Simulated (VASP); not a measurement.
# MnO (P6_3mc) in VASP: further runs

Runs on MnO. Level: PBEsol. Tasks: single point.

Everything below comes from runs of VASP 6.6.1. Logs are shortened: lines on timing, memory, paths and dates and some standing lists are left out, and cuts for length are marked.

## 1. The structure

The structure is hexagonal, space group P6_3mc (No. 186). The conventional cell has a = 3.372 Å, b = 3.372 Å, c = 5.385 Å, α = 90.00°, β = 90.00°, γ = 120.00°. Mn (site symmetry 3m) is surrounded by 4 O at 1.96 to 2.08 Å. O (site symmetry 3m) has 4 Mn at 1.96 to 2.08 Å as nearest neighbours.

Measurements of this composition are mostly on another form, of space group No. 225.

## 2. Single point, PBEsol, collinear spin, ferrimagnetic start

INCAR

```
SYSTEM = MnO
PREC     = Accurate       ! precision mode
ENCUT    = 520            ! plane-wave cutoff, eV
EDIFF    = 1E-6           ! SCF threshold, eV
ISMEAR   = 0              ! smearing method
SIGMA    = 0.05           ! smearing width, eV
LREAL    = .False.        ! projectors in reciprocal space
LASPH    = .True.         ! aspherical terms in the spheres
NELM     = 120            ! most SCF steps
ALGO     = Normal         ! electronic algorithm
ISIF     = 2              ! what is computed and relaxed
LWAVE    = .False.        ! write WAVECAR
LCHARG   = .False.        ! write CHGCAR
ISPIN    = 2              ! spin polarisation
MAGMOM   = 4 -2 0 0       ! initial moments
LORBIT   = 11             ! projections on sites
LMAXMIX  = 4              ! l up to which the mixer works
GGA      = PS             ! functional
NBANDS   = 31             ! bands
```

KPOINTS

```
Automatic mesh
0
Gamma
  6 6 4
  0 0 0
```

POSCAR

```
MnO
1.0
    3.3717001900      0.0000000000      0.0000000000
   -1.6858500900      2.9199780200      0.0000000000
    0.0000000000      0.0000000000      5.3854988200
Mn O
2 2
Direct
    0.3333333333      0.6666666667      0.0109600000
    0.6666666667      0.3333333333      0.5109600000
    0.3333333333      0.6666666667      0.3754700000
    0.6666666667      0.3333333333      0.8754700000
```

Potentials or basis: VASP PAW PBE potentials, release 64 (Mn_pv, O).

Run with:

```console
$ cat potpaw_PBE.64/Mn_pv/POTCAR potpaw_PBE.64/O/POTCAR > POTCAR
$ mpirun -np 1 vasp_std > vasp.out
```

OUTCAR:

```text
SYSTEM = MnO
   PREC = Accurate
   ENCUT = 520
   EDIFF = 1E-6
   ISMEAR = 0
   LREAL = .False.
   LASPH = .True.
   NELM = 120
   ISIF = 2
   ISPIN = 2
   LORBIT = 11
   GGA = PS

 ion  position               nearest neighbor table
   1  0.333  0.667  0.011-   3 1.96   4 2.08   4 2.08   4 2.08
   2  0.667  0.333  0.511-   4 1.96   3 2.08   3 2.08   3 2.08
   3  0.333  0.667  0.375-   1 1.96   2 2.08   2 2.08   2 2.08
   4  0.667  0.333  0.875-   2 1.96   1 2.08   1 2.08   1 2.08

  LATTYP: Found a hexagonal cell.
 ALAT       =     3.3717001900
 C/A-ratio  =     1.5972650344

  Lattice vectors:

 A1 = (   3.3717001900,   0.0000000000,   0.0000000000)
 A2 = (  -1.6858500900,   2.9199780200,   0.0000000000)
 A3 = (   0.0000000000,   0.0000000000,   5.3854988200)

Analysis of symmetry for initial positions (statically):
=====================================================================
 Subroutine PRICEL returns:
 Original cell was already a primitive cell.

 Routine SETGRP: Setting up the symmetry group for a
 hexagonal supercell.

 Subroutine GETGRP returns: Found 12 space group operations
 (whereof  6 operations were pure point group operations)
 out of a pool of 24 trial point group operations.

The static configuration has the point symmetry C_3v.
 The point group associated with its full space group is C_6v.

Analysis of symmetry for dynamics (positions and initial velocities):
=====================================================================
 Subroutine PRICEL returns:
 Original cell was already a primitive cell.

 Routine SETGRP: Setting up the symmetry group for a
 hexagonal supercell.

 Subroutine GETGRP returns: Found 12 space group operations
 (whereof  6 operations were pure point group operations)
 out of a pool of 24 trial point group operations.

The dynamic configuration has the point symmetry C_3v.
 The point group associated with its full space group is C_6v.

Analysis of structural, dynamic, and magnetic symmetry:
=====================================================================
 Subroutine PRICEL returns:
 Original cell was already a primitive cell.

 Routine SETGRP: Setting up the symmetry group for a
 hexagonal supercell.

 Subroutine GETGRP returns: Found  6 space group operations
 (whereof  6 operations were pure point group operations)
 out of a pool of 24 trial point group operations.

The overall configuration has the point symmetry C_3v.

 Subroutine INISYM returns: Found  6 space group operations
 (whereof  6 operations are pure point group operations),
 and found     1 'primitive' translations

----------------------------------------------------------------------------------------

                                     Primitive cell

  volume of cell :      53.0218

  direct lattice vectors                    reciprocal lattice vectors
     3.371700190  0.000000000  0.000000000     0.296586275  0.171234165  0.000000000
    -1.685850090  2.919978020  0.000000000     0.000000000  0.342468331  0.000000000
     0.000000000  0.000000000  5.385498820     0.000000000  0.000000000  0.185683821

  length of vectors
     3.371700190  3.371700189  5.385498820     0.342468331  0.342468331  0.185683821

  position of ions in fractional coordinates (direct lattice)
     0.333333333  0.666666667  0.010960000
     0.666666667  0.333333333  0.510960000
     0.333333333  0.666666667  0.375470000
     0.666666667  0.333333333  0.875470000

  ion indices of the primitive-cell ions
   primitive index   ion index
                 1           1
                 2           2
                 3           3
                 4           4

----------------------------------------------------------------------------------------

 KPOINTS: Automatic mesh

Automatic generation of k-mesh.
 Grid dimensions read from file:
 generate k-points for:    6    6    4

 Generating k-lattice:

  Cartesian coordinates                     Fractional coordinates (reciprocal lattice)
     0.049431046  0.028539028  0.000000000     0.166666667  0.000000000  0.000000000
     0.000000000  0.057078055  0.000000000     0.000000000  0.166666667  0.000000000
     0.000000000  0.000000000  0.046420955     0.000000000  0.000000000  0.250000000

  Length of vectors
     0.057078055  0.057078055  0.046420955

  Shift w.r.t. Gamma in fractional coordinates (k-lattice)
     0.000000000  0.000000000  0.000000000

 Subroutine IBZKPT returns following result:
 ===========================================

 Found     24 irreducible k-points:

 Following reciprocal coordinates:
            Coordinates               Weight
  0.000000  0.000000  0.000000      1.000000
  0.166667 -0.000000  0.000000      6.000000
  0.333333  0.000000  0.000000      6.000000
  0.500000 -0.000000  0.000000      3.000000
  0.166667  0.166667  0.000000      6.000000
  0.333333  0.166667  0.000000     12.000000
[... 16 lines left out ...]
  0.333333  0.166667  0.500000     12.000000
  0.333333  0.333333  0.500000      2.000000
   k-points           NKPTS =     24   k-points in BZ     NKDIM =     24   number of bands    NBANDS=     31
   number of dos      NEDOS =    301   number of ions     NIONS =      4
   total plane-waves  NPLWV =  31360
   dimension x,y,z NGX =    28 NGY =   28 NGZ =   40
   dimension x,y,z NGXF=    56 NGYF=   56 NGZF=   80
   ions per type =               2   2
   NGX,Y,Z   is equivalent  to a cutoff of  13.81, 13.81, 12.35 a.u.
   NGXF,Y,Z  is equivalent  to a cutoff of  27.61, 27.61, 24.70 a.u.
 SYSTEM =  MnO
   PREC   = accura    normal or accurate (medium, high low for compatibility)
   ISTART =      0    job   : 0-new  1-cont  2-samecut
   ICHARG =      2    charge: 1-file 2-atom 10-const
   ISPIN  =      2    spin polarized calculation?
   LNONCOLLINEAR =      F non collinear calculations
   LSORBIT =      F    spin-orbit coupling
   LASPH  =      T    aspherical Exc in radial PAW
   ENCUT  =  520.0 eV  38.22 Ry    6.18 a.u.   6.27  6.27 10.01*2*pi/ulx,y,z
   NELM   =    120;   NELMIN=  2; NELMDL= -5     # of ELM steps
   EDIFF  = 0.1E-05   stopping-criterion for ELM
   LREAL  =      F    real-space projection
   EDIFFG = 0.1E-04   stopping-criterion for IOM
   NSW    =      0    number of steps for IOM
   IBRION =     -1    ionic relax: 0-MD 1-quasi-New 2-CG
   NFREE  =      0    steps in history (QN), initial steepest desc. (CG)
   ISIF   =      2    stress and relaxation
   ISYM   =      2    0-nonsym 1-usesym 2-fastsym
   POTIM  = 0.5000    time-step for ionic-motion
   TEBEG  =    0.0;   TEEND  =   0.0 temperature during run
   PSTRESS=    0.0 pullay stress
   NELECT =      38.0000    total number of electrons
   NUPDOWN=      -1.0000    fix difference up-down
   EMIN   =  10.00;   EMAX   =-10.00  energy-range for DOS
   EFERMI =   0.00;   METHOD = LEGACY
   ISMEAR =     0;   SIGMA  =   0.05  broadening in eV -4-tet -1-fermi 0-gaus
   EFERMI_NEDOS =   21; number of points for ismear=-14 and -15
   IALGO  =     38    algorithm
   IMIX   =      4    mixing-type and parameters
     AMIX     =   0.40;   BMIX     =  1.00
     AMIX_MAG =   1.60;   BMIX_MAG =  1.00
  volume/ion in A,a.u.               =      13.26        89.45
  Fermi-wavevector in a.u.,A,eV,Ry     =   1.465046  2.768535 29.202990  2.146359
  Thomas-Fermi vector in A             =   2.580949
   LORBIT       =     11    0 simple, 1 ext, 2 COOP (PROOUT), +10 PAW based schemes
   GGA     = PS    functional components
   LHFCALC =     F    Hartree Fock is set to
   AEXX    =    0.0000 exact exchange contribution
   IVDW    =     0    specifies the selected vdW correction
   LEPSILON=     F    determine dielectric tensor
   LRPA    =     F    only Hartree local field effects (RPA)
 spin polarized calculation
 Gauss-broadening in eV      SIGMA  =   0.05
  energy-cutoff  :      520.00
  volume of cell :       53.02
 maximum number of plane-waves:      1448
 NGX is ok and might be reduce to    28
   NGX = 13   NGY = 13   NGZ = 21

 number of electron      38.0000000 magnetization      -0.0620054

 number of electron      38.0000000 magnetization       0.0007538

 Free energy of the ion-electron system (eV)
  ---------------------------------------------------
  ext. energy  EPLUGINS =         0.00000000
  ---------------------------------------------------
  free energy    TOTEN  =       -34.80506555 eV

  energy without entropy =      -34.80443451  energy(sigma->0) =      -34.80475003

 E-fermi :   5.0652     XC(G=0): -10.8496

 val. band max:        5.0533566326   @ k =   0.0000   0.0000   0.5000
 cond. band min:       5.5176190239   @ k =   0.0000   0.0000   0.2500
 fundamental gap:      0.4642623912
 Fermi energy:         5.0652483272

 spin component 1

 k-point     1 :       0.0000    0.0000    0.0000
  band No.  band energies     occupation
      1     -44.6489      1.00000
      2     -44.6489      1.00000
      3     -44.6138      1.00000
      4     -40.1805      1.00000
      5     -40.1419      1.00000
      6     -40.1419      1.00000
[... 805 lines left out ...]
     30      14.6200      0.00000
     31      18.7624      0.00000
 Fermi energy:         5.0652483272

 spin component 2

 k-point     1 :       0.0000    0.0000    0.0000
  band No.  band energies     occupation
      1     -44.6479      1.00000
      2     -44.6479      1.00000
      3     -44.6127      1.00000
      4     -40.1815      1.00000
      5     -40.1426      1.00000
      6     -40.1426      1.00000
[... 805 lines left out ...]
     30      14.6202      0.00000
     31      18.7628      0.00000

------------------------ aborting loop because EDIFF is reached ----------------------------------------

  FORCE on cell =-STRESS in cart. coord.  units (eV):
  Direction    XX          YY          ZZ          XY          YZ          ZX
  --------------------------------------------------------------------------------------
  -------------------------------------------------------------------------------------
  Total       -1.7551694     -1.7551694     -1.8333295     -0.0000000      0.0000000     -0.0000000
  in kB      -53.0365354    -53.0365355    -55.3983259     -0.0000001      0.0000000     -0.0000000
  external PRESSURE =     -53.8237989 kB  Pullay stress =       0.0000000 kB

 VOLUME and BASIS-vectors are now :
 -----------------------------------------------------------------------------
  energy-cutoff  :      520.00
  volume of cell :       53.02
      direct lattice vectors                 reciprocal lattice vectors
     3.371700190  0.000000000  0.000000000     0.296586275  0.171234165  0.000000000
    -1.685850090  2.919978020  0.000000000     0.000000000  0.342468331  0.000000000
     0.000000000  0.000000000  5.385498820     0.000000000  0.000000000  0.185683821

 POSITION                                       TOTAL-FORCE (eV/Angst)
 -----------------------------------------------------------------------------------
      0.00000      1.94665      0.05903         0.000000     -0.000000     -0.049150
      1.68585      0.97333      2.75177         0.000000     -0.000000     -0.049690
      0.00000      1.94665      2.02209        -0.000000      0.000000      0.048892
      1.68585      0.97333      4.71484        -0.000000      0.000000      0.049948
 -----------------------------------------------------------------------------------
    total drift:                               -0.000000     -0.000000      0.001100

  FREE ENERGIE OF THE ION-ELECTRON SYSTEM (eV)
  ---------------------------------------------------
  free  energy   TOTEN  =       -34.8050655537 eV

  energy  without entropy=      -34.8044345061  energy(sigma->0) =      -34.80475003

 total charge

# of ion       s       p       d       tot
------------------------------------------
    1        0.238   6.227   4.979  11.444
    2        0.238   6.227   4.979  11.443
    3        1.548   3.429   0.000   4.977
    4        1.548   3.429   0.000   4.977
--------------------------------------------------
tot          3.572  19.312   9.958  32.842

 magnetization (x)

# of ion       s       p       d       tot
------------------------------------------
    1        0.024   0.049   4.136   4.210
    2       -0.024  -0.049  -4.136  -4.210
    3       -0.009  -0.065   0.000  -0.074
    4        0.009   0.065   0.000   0.074
--------------------------------------------------
tot          0.000   0.000   0.000   0.000
```

It took 89 s on 1 thread of Intel Xeon Platinum 8488C (Sapphire Rapids), shared host; peak memory 0.22 GiB.

Results:

```
Free energy                                           : -34.8051 eV
Pressure                                              : -5.4 GPa
Largest force                                         : 0.050 eV/Å
Band gap on the k mesh                                : none (metal or under the smearing width)
Net moment                                            : 0.00 μB per cell
Site moments                                          : Mn +4.21, -4.21; O -0.07, +0.07 μB
Valence electrons inside the program's atomic spheres : Mn 11.44; O 4.98
```

Forces on the atoms (eV/Å):
```
Mn   0.000  0.000 -0.049
Mn   0.000  0.000 -0.050
O    0.000  0.000  0.049
O    0.000  0.000  0.050
```

Caveat: the PAW data sets were made with another functional, which shifts forces and pressure a little; semilocal functionals often make such compounds metallic where correlation or magnetic order opens a gap, which also shifts bond lengths.

## 3. Single point, PBEsol, collinear spin, random start

INCAR

```
SYSTEM = MnO
  PREC = Accurate
  ENCUT = 520
  EDIFF = 1E-6
  ISMEAR = 0
  SIGMA = 0.05
  LREAL = .False.
  LASPH = .True.
  NELM = 120
  ALGO = Fast
  ISIF = 2
  LWAVE = .False.
  LCHARG = .True.
  ISPIN = 2
  MAGMOM = 3.16 3.91 0 0
  LORBIT = 11
  LMAXMIX = 4
  GGA = PS
  LELF = .True.
  LVHAR = .True.
  NBANDS = 31
```

KPOINTS is that of step 2.

POSCAR is that of step 2.

Potentials or basis: VASP PAW PBE potentials, release 64 (Mn_pv, O).

Run with:

```console
$ cat potpaw_PBE.64/Mn_pv/POTCAR potpaw_PBE.64/O/POTCAR > POTCAR
$ mpirun -np 1 vasp_std > vasp.out
```

Wall time 99 s (1 thread of Intel Xeon Platinum 8488C (Sapphire Rapids), shared host); peak memory 0.23 GiB.

It converged, with:

```yaml
Free_energy: -34.2616 eV
Pressure: 1.2 GPa
Largest_force: 0.599 eV/Å
Band_gap_on_the_k_mesh: none (metal or under the smearing width)
Net_moment: 9.99 μB per cell
Site_moments: Mn +4.40; O +0.20 μB
Valence_electrons_inside_the_program's_atomic_spheres: Mn 11.43; O 4.99
```

Forces in eV/Å, atoms in the order of the input:
```
Mn   0.000  0.000 -0.599
Mn   0.000  0.000 -0.598
O    0.000  0.000  0.599
O    0.000  0.000  0.598
```

Stress tensor (GPa, compression positive):
```
-1.25  0.00  0.00
 0.00 -1.25  0.00
 0.00  0.00  6.23
```

Levels at points of the mesh, in eV from the Fermi level:
Spin up:
```csv
k point,band 22,band 23,band 24,band 25,band 26,band 27
"(0.00, 0.00, 0.00)",-1.07,0.01,0.01,0.07,3.59,5.52
"(0.50, 0.00, 0.00)",-1.90,-0.87,-0.73,3.80,4.19,5.74
"(0.00, 0.00, 0.50)",-0.55,-0.55,-0.55,1.15,1.15,8.29
"(0.50, 0.00, 0.50)",-1.31,-1.23,-1.23,3.76,3.76,6.06
```
Spin down:
```tsv
k point	band 10	band 11	band 12	band 13	band 14	band 15	band 16	band 17	band 18	band 19
(0.00, 0.00, 0.00)	-5.11	-4.94	-4.94	-4.74	-4.74	-0.15	0.91	0.91	1.06	1.69
(0.50, 0.00, 0.00)	-5.97	-5.36	-4.93	-4.85	-4.67	0.36	0.40	1.20	1.47	1.52
(0.00, 0.00, 0.50)	-6.00	-4.86	-4.86	-4.86	-4.86	1.39	1.39	1.39	1.39	1.41
(0.50, 0.00, 0.50)	-6.42	-4.95	-4.95	-4.77	-4.77	0.87	0.87	1.48	1.48	1.66
```

Caveat: the PAW data sets were made with another functional, which shifts forces and pressure a little; semilocal functionals often make such compounds metallic where correlation or magnetic order opens a gap, which also shifts bond lengths.
